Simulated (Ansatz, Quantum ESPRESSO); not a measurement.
TaN: changing the pressure

The cell as given:

Space group Fm-3m (No. 225). a = 4.423 Å, b = 4.423 Å, c = 4.423 Å, α = 90.00°, β = 90.00°, γ = 90.00°
| atom | site | symmetry | x | y | z |
| --- | --- | --- | --- | --- | --- |
| Ta | 4b | m-3m | 0.5000 | 0.0000 | 0.0000 |
| N | 4a | m-3m | 0.0000 | 0.0000 | 0.0000 |

The cell comes from a database or a generator and needn't be the stable form of this composition.

Kept alike: task relaxation of cell and atoms; functional PBEsol; k mesh 10 × 10 × 10; occupations fermi-dirac, width 0.05 eV; no spin polarisation. Program: Ansatz, Ansatz PAW, cutoff 420 eV. The mesh is that of the run's cell of 2 atoms. No spin-orbit coupling.

| run | volume (Å³/atom) |
| --- | --- |
| A | 10.328 |
| B | 9.958 |
| C | 10.412 |
| D | 9.745 |
| E | 10.469 |
| F | 10.196 |

The relaxations keep at least the cell's symmetry (Fm-3m). For a metal such a mesh leaves the last digits unconverged. The runs follow the start's structure, whether or not it is the stable one at these pressures. Ansatz's relaxations hold a Pulay term in the stress (up to 0.6 GPa here). All rows use potentials made for PBE.

Problem. The runs differ in the pressure alone: 0; 2; 5; 10; 20; 30 GPa. Which run is which?

Solution. Run A is 5 GPa; run B is 20 GPa; run C is 2 GPa; run D is 30 GPa; run E is 0 GPa; run F is 10 GPa. The volume falls from 10.469 to 9.745 Å³/atom between 0 and 30 GPa. The volume falls ever more slowly, since the solid stiffens under load. At the pressures aimed at, which the runs meet within some tenths of a GPa, the step from 0 to 5 GPa gives a mean bulk modulus near 369 GPa, the last step 463 GPa. A twin series (Quantum ESPRESSO, GBRV 1.5 PBEsol) moves it by -0.7228 between 0 and 30, against -0.7240 Å³/atom here.

Rocksalt TaN is very hard to compress, with a mean bulk modulus near 369 GPa over the first 5 GPa, and it stiffens steadily across the whole series. The structure leaves no softer way to lose volume: both atoms sit on fixed sites, so no polyhedra can tilt and no bond angles can bend, and every reduction in volume must shorten the Ta–N bonds directly. These bonds are strong because Ta d and N p states mix covalently, on top of a sizeable ionic contribution, while the remaining Ta d electrons keep the compound metallic. As the atoms approach, the overlap of closed shells and the kinetic energy of the confined valence electrons rise steeply, which accounts for the higher modulus of 463 GPa in the last step.

The close match with the twin series suggests that the compression depends little on the choice of program and potentials, though it doesn't test the functional. Nor does a large bulk modulus establish hardness, which depends chiefly on resistance to shear and on dislocation motion.
